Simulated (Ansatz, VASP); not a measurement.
# One calculation of SiC, two programs

```
Si C
1.0
     0.00000    2.17900    2.24437
     2.17900    0.00000    2.24437
     2.17900    2.17900    0.00000
Si C
1 1
Direct
  0.00000 0.00000 0.00000
  0.25000 0.25000 0.25000
```

Change from the starting cell: z stretched by +3 %, ions relaxed.

Alike in both runs: functional PBE; k mesh 17 × 17 × 17; occupations fermi-dirac, width 0.02 eV; no spin polarisation.

Ansatz relaxed the structure, and its values are those at the end. VASP's run is a single point on that final structure, the one shown.

```csv
,VASP,Ansatz
version,VASP 6.6.1,Ansatz 0.2.0
potentials or method,"VASP PAW PBE potentials, release 64 (Si, C)","plane-wave PAW, scalar-relativistic"
plane-wave cutoff (eV),520,420
valence electrons in the cell,8,8
```

|  | VASP | Ansatz | Ansatz less VASP |
| --- | --- | --- | --- |
| gap on the k mesh at the Fermi level (eV) | 1.27 | 1.27 | +0.002 |
| pressure (GPa) | -3.1 | -3.1 | +0.04 |

With one functional, cell and mesh, what is left measures potentials, basis and numerics. Ansatz warned: «stress_scf_threshold_loose».

Caveats: an odd mesh through Γ misses points on the zone boundary, where band edges often lie.
